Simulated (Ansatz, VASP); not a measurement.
One calculation of AgCl, two programs

```
Ag Cl
1.0
     0.00000    2.93930    2.93930
     2.93930    0.00000    2.93930
     2.93930    2.93930    0.00000
Ag Cl
1 1
Cartesian
  0.0000 0.0000 0.0000
  2.9393 2.9393 2.9393
```

Change from the starting cell: hydrostatic strain +6.0%.

Alike in both runs: task single point; functional r2SCAN; k mesh 8 × 8 × 8; no spin polarisation.

|  | VASP | Ansatz |
| --- | --- | --- |
| version | VASP 6.6.1 | Ansatz 0.2.0 |
| potentials or method | VASP PAW PBE potentials, release 64 (Ag, Cl) | plane waves, PAW |
| plane-wave cutoff (eV) | 520 | 500 |
| occupations | gaussian, width 0.01 eV | fixed |
| valence electrons in the cell | 18 | 26 |

```tsv
	VASP	Ansatz	Ansatz less VASP
gap on the k mesh at the Fermi level (eV)	1.49	1.54	+0.050
pressure (GPa)	-5.7	-5.6	+0.08
```

The two sets of potentials don't hold the same shells in valence.

Caveats: the PAW data sets were made with another functional, which shifts forces and pressure a little (VASP). A k mesh can miss the band edges.
